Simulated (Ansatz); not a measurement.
Phases of SiC at 190 GPa

Structure types of SiC are relaxed in primitive cells with their symmetry kept at 190 GPa, on PAW files; LAPW relaxes the small cells further and takes the PAW cell for the others (marked *). The enthalpy is E + pV at zero temperature, without zero-point motion. Only the types listed were tried, and differences under about 5 meV/atom are mesh noise. The real phase may be another.

All numbers are PBE results (scalar-relativistic) from Ansatz 0.2.0, with Fermi–Dirac smearing of 0.05 eV, no spin polarisation. Methods: LAPW: all electrons, basis error target 0.5 meV/atom; PAW: frozen-core files, cutoff 420 eV.

k meshes: rocksalt 17×17×17, CsCl 16×16×16, zincblende 17×17×17, wurtzite 13×13×7, NiAs 13×13×8.

Q: Order the types by LAPW enthalpy, lowest first.
A. rocksalt
B. CsCl
C. zincblende
D. wurtzite
E. NiAs

A: A (0 meV/atom), E (154 meV/atom), C (1015 meV/atom), D (1025 meV/atom), B (1719 meV/atom).

| start type | ends as | a, b, c (Å) | V (Å³/atom) | H − H(lowest), LAPW (meV/atom) | same, PAW |
| --- | --- | --- | --- | --- | --- |
| rocksalt | rocksalt, Fm-3m | 3.600, 3.600, 3.600 | 5.83 | 0.0 | 0.0 |
| CsCl | CsCl, Pm-3m | 2.286, 2.286, 2.286 | 5.97 | 1718.9 | 1720.5 |
| zincblende | zincblende, F-43m | 3.817, 3.817, 3.817 | 6.95 | 1015.0 | 1021.5 |
| wurtzite* | wurtzite, P6_3mc | 2.706, 2.706, 4.394 | 6.96 | 1025.4 | 1031.6 |
| NiAs* | NiAs, P6_3/mmc | 2.524, 2.524, 4.277 | 5.90 | 154.3 | 154.6 |
